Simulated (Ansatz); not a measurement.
# Li: the cost of one run

Program: Ansatz 0.2.0. Level of theory: DFT PBE, scalar-relativistic. These are calculated values, not measurements.

### 1 The system as given

The structure is trigonal, space group R-3m (No. 166). Conventional cell: a = 3.101 Å, b = 3.101 Å, c = 22.765 Å, α = 90.00°, β = 90.00°, γ = 120.00°. Li (site symmetry -3m) has 12 Li at 3.10 Å as nearest neighbours. Around Li (site symmetry 3m) lie 12 Li at 3.09 to 3.10 Å.

Structure file:

```
CELL_PARAMETERS angstrom
1.55050 0.89518 7.58830
-1.55050 0.89518 7.58830
0.00000 -1.79036 7.58830
ATOMIC_POSITIONS crystal
Li 0.00000 0.00000 0.00000
Li 0.22200 0.22200 0.22200
Li 0.77800 0.77800 0.77800
```

Atoms are numbered in the order of the input: Li1, Li2, Li3.

### 2 After the deformation

Space group R-3m before, P-1 after.

### 3 LAPW, all electrons

Contents of input.yaml:

```yaml
crystal:
  lattice:
    - [1.5929163707, 0.94087499, 7.6005283998]
    - [-1.5080815607, 0.9253700004, 7.5850234102]
    - [0.02898969, -1.7524204905, 7.57934819]
  atoms:
    - { symbol: Li, position: [0.0, 0.0, 0.0] }
    - { symbol: Li, position: [0.222, 0.222, 0.222] }
    - { symbol: Li, position: [0.778, 0.778, 0.778] }
kpoints:
  mp_grid: { grid: [12, 12, 12] }
  band_path:
    path:
      - [0.0, 0.0, 0.0]
      - [-0.5, -0.5, -0.5]
      - [0.5, 0.0, 0.0]
      - [0.0, 0.0, 0.0]
      - [0.0, 0.0, 0.5]
      - [0.0, -0.5, 0.0]
      - [0.0, 0.0, 0.0]
      - [0.5, 0.0, 0.5]
      - [-0.5, -0.5, 0.0]
    npoints: 5
scf:
  occupations: { method: fermi_dirac, width: 0.05 }
hamiltonian:
  xc: pbe
  pseudopotentials: { kind: all_electron, lapw: { basis_error: 0.001 } }
output:
  forces: true
  stress: true
  eigenvalues: true
```

Run with:

```sh
$ ansatz run input.yaml --threads 1 --pin off --max-ram 6144MiB --backend cpu --events-out ev --progress --plain --runs-dir out
```

Q: Estimate wall time and peak memory on 1 thread of Intel Xeon Platinum 8488C (Sapphire Rapids), shared host.

About 26 s, with a peak of 0.52 GiB.
